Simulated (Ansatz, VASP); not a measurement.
# RbBr in VASP and in Ansatz

File INCAR:

```
SYSTEM = RbBr
  PREC = Accurate
  ENCUT = 520
  EDIFF = 1E-7
  ISMEAR = -1
  SIGMA = 0.02
  LREAL = .False.
  LASPH = .True.
  NELM = 100
  ALGO = Normal
  ISIF = 2
  LWAVE = .False.
  LCHARG = .True.
  GGA = PE
  LELF = .True.
  LVHAR = .True.
  NBANDS = 15
```

KPOINTS

```
regular mesh
0
Gamma
  6 6 6
  0 0 0
```

Contents of POSCAR:

```
RbBr
1.0
    0.0000000000      3.4954343121      3.4549664704
    3.4954343121      0.0000000000      3.4549664704
    3.4954343121      3.4954343121      0.0000000000
Rb Br
1 1
Direct
    0.0000000000      0.0000000000      0.0000000000
    0.5000000000      0.5000000000      0.5000000000
```

Input for Ansatz:

```yaml
crystal:
  lattice:
    - [0.0, 3.4954343121, 3.4549664704]
    - [3.4954343121, 0.0, 3.4549664704]
    - [3.4954343121, 3.4954343121, 0.0]
  atoms:
    - { symbol: Rb, position: [0.0, 0.0, 0.0] }
    - { symbol: Br, position: [0.5, 0.5, 0.5] }
kpoints:
  mp_grid: { grid: [6, 6, 6] }
  band_path:
    path:
      - [0.0, 0.0, 0.0]
      - [0.5, 0.0, 0.5]
      - [0.625, 0.25, 0.625]
      - [0.375, 0.375, 0.75]
      - [0.5, 0.5, 0.5]
      - [0.5, 0.25, 0.75]
    npoints: 1
hamiltonian:
  xc: pbe
scf:
  occupations: { method: fermi_dirac, width: 0.02 }
  n_extra_bands: 4
output:
  forces: true
  stress: true
  eigenvalues: true
```

Change from the starting cell: epitaxial_xy strain +1.0%.

Alike in both runs: task single point; functional PBE; k mesh 6 × 6 × 6; occupations fermi-dirac, width 0.02 eV; no spin polarisation.

|  | VASP | Ansatz |
| --- | --- | --- |
| version | VASP 6.6.1 | Ansatz 0.2.0 |
| potentials or method | VASP PAW PBE potentials, release 64 (Rb_sv, Br) | plane waves, PAW |
| plane-wave cutoff (eV) | 520 | 420 |
| valence electrons in the cell | 16 | 16 |

```tsv
	VASP	Ansatz	Ansatz less VASP
gap on the k mesh at the Fermi level (eV)	4.24	4.24	+0.002
pressure (GPa)	0.3	0.3	-0.02
largest component of the traceless stress (GPa)	0.21	0.21	-0.002
```
